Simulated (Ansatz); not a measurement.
# CaF2: the cost of one run

Computed with Ansatz 0.2.0 (DFT PBE with spin–orbit coupling, plane waves, PAW, unless a step's input says otherwise).

1 further run of the same task is left out (set aside as unsound or not needed). Runs told in other sessions of the task aren't counted.

## Step 1: The structure to begin with

It takes space group Fm-3m (No. 225, cubic). Conventional cell: a = 5.511 Å, b = 5.511 Å, c = 5.511 Å, α = 90.00°, β = 90.00°, γ = 90.00°. Ca (site symmetry m-3m) is surrounded by 8 F at 2.39 Å. F (site symmetry -43m) is surrounded by 4 Ca at 2.39 Å.

As a file:

```cif
data_structure
_symmetry_space_group_name_H-M 'Fm-3m'
_symmetry_Int_Tables_number 225
_cell_length_a 5.5110
_cell_length_b 5.5110
_cell_length_c 5.5110
_cell_angle_alpha 90.000
_cell_angle_beta 90.000
_cell_angle_gamma 90.000
_cell_volume 167.37
loop_
_atom_site_label
_atom_site_type_symbol
_atom_site_symmetry_multiplicity
_atom_site_Wyckoff_symbol
_atom_site_fract_x
_atom_site_fract_y
_atom_site_fract_z
_atom_site_occupancy
Ca1 Ca 4 a 0.00000 0.00000 0.00000 1
F1 F 8 c 0.25000 0.75000 0.75000 1
```

An earlier run at PBE with spin–orbit coupling left this cell at 13.948 Å³/atom and 0.00 GPa (8×8×8 mesh).

The changes: atom 3 (F) moved 0.05 Å along y; strain e4 = +0.02, atoms carried along.

## Step 2: Atom 3 (F) moved 0.05 Å along y

Input file input.yaml:

```yaml
crystal:
  lattice:
    - [0.0, 2.7554753924, 2.7554753924]
    - [2.7554753924, 0.0, 2.7554753924]
    - [2.7554753924, 2.7554753924, 0.0]
  atoms:
    - { symbol: Ca, position: [0.0, 0.0, 0.0] }
    - { symbol: F, position: [0.25, 0.25, 0.25] }
    - { symbol: F, position: [0.7590728446, 0.7409271554, 0.7590728446] }
basis:
  ecutwfc: 420
  ecutrho_ratio: 4
kpoints:
  mp_grid: { grid: [8, 8, 8] }
hamiltonian:
  xc: pbe
scf:
  occupations: { method: gaussian, width: 0.05 }
output:
  forces: true
  stress: true
  eigenvalues: true
  populations: true
  write_density: true
  write_potential: true
  elf: true
  volumetric_format: npy
magnetization:
  noncollinear: true
  spin_orbit: true
```

Command:

```
$ ansatz run input.yaml --threads 4 --pin off --max-ram 7168MiB --backend cpu --events-out ev --progress --plain --runs-dir out
```

What time and memory should one allow on 4 threads of Intel Xeon Platinum 8488C (Sapphire Rapids), shared host?

About 6.9 s, with a peak of 0.62 GiB.
